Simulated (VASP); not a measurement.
Runs of VASP 6.6.1 on PbS (Galena). Symmetry: Fm-3m, No. 225, cubic system. Conventional cell: a = 5.931 Å, b = 5.931 Å, c = 5.931 Å, α = 90.00°, β = 90.00°, γ = 90.00°. Pb (site symmetry m-3m) is surrounded by 6 S at 2.97 Å. S (site symmetry m-3m) has 6 Pb at 2.97 Å as nearest neighbours. 

| task | level | spin | k mesh | smearing | gap on the mesh (eV) | pressure (GPa) |
| --- | --- | --- | --- | --- | --- | --- |
| band structure | r2SCAN | SOC, no magnetisation | 6 × 6 × 6 | fermi-dirac 0.05 eV | - | (a) |
| single point | PBE | off | 8 × 8 × 8 | gaussian 0.012 eV | 0.36 | 2.2 |
| band structure | r2SCAN | off | 8 × 8 × 8 | fermi-dirac 0.05 eV | 0.62 | 1.3 |
| band structure | SCAN | SOC, no magnetisation | 6 × 6 × 6 | fermi-dirac 0.05 eV | - | 0.3 |
| band structure | SCAN | off | 8 × 8 × 8 | fermi-dirac 0.05 eV | 0.58 | (b) |

Alike in all rows: potentials or basis VASP PAW PBE potentials, release 64 (Pb_d, S); cell as given; cutoff (eV) 520.

Task: Estimate the missing entries.

Result: (a) 1.0; (b) 0.7.

Caveats: the PAW data sets were made with another functional, which shifts forces and pressure a little (some runs); spin-orbit coupling is left out, which as a rule narrows the gap of such compounds by several tenths of an eV (some runs).

A k mesh can miss the band edges, and rows without SOC leave out spin-orbit coupling on Pb.
